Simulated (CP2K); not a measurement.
The system is Te2Mo.

```
Te Mo
1.0
     3.51820    0.00000    0.00000
    -1.75910    3.04685    0.00000
     0.00000    0.00000   13.97360
Te Mo
4 2
Direct
  0.66667 0.33333 0.37900
  0.33333 0.66667 0.87900
  0.66667 0.33333 0.12100
  0.33333 0.66667 0.62100
  0.66667 0.33333 0.75000
  0.33333 0.66667 0.25000
```

Base run:

* Program: CP2K 2026.2
* Functional: r2SCAN
* Potentials or basis: POTENTIAL_UZH Te GTH-PBE-q6, Mo GTH-PBE-q14; DZVP-MOLOPT-PBE-GTH basis
* Density cutoff: 9184 eV
* k mesh: 9 × 9 × 2
* Occupations: fermi-dirac, width 0.05 eV
* Spin: no spin polarisation

Its results: band gap on the k mesh 0.98 eV, indirect (least direct gap 1.12 eV); pressure 5.6 GPa; largest force 0.205 eV/Å.

Task: After a change of settings the same cell gave: band gap on the k mesh 0.86 eV, indirect (least direct gap 1.05 eV); pressure 3.5 GPa; largest force 0.284 eV/Å. Which change was it?
A. functional from r2SCAN to rev-vdW-DF2
B. functional from r2SCAN to PBEsol
C. functional from r2SCAN to LDA
D. functional from r2SCAN to PBE

Result: B.

r2SCAN gives the wider gap, since meta-GGAs in the generalised Kohn-Sham scheme recover part of the derivative discontinuity.

Caveats: the potentials were made for another functional, which shifts forces and pressure; spin-orbit coupling is left out, which moves the levels of the heavy elements; an odd mesh through Γ misses points on the zone boundary, where band edges often lie; the basis of atomic orbitals isn't converged, which shifts pressures, moduli and gaps; this functional lacks dispersion, which binds the layers, so the pressure and a relaxed spacing across them are unreliable (some runs).
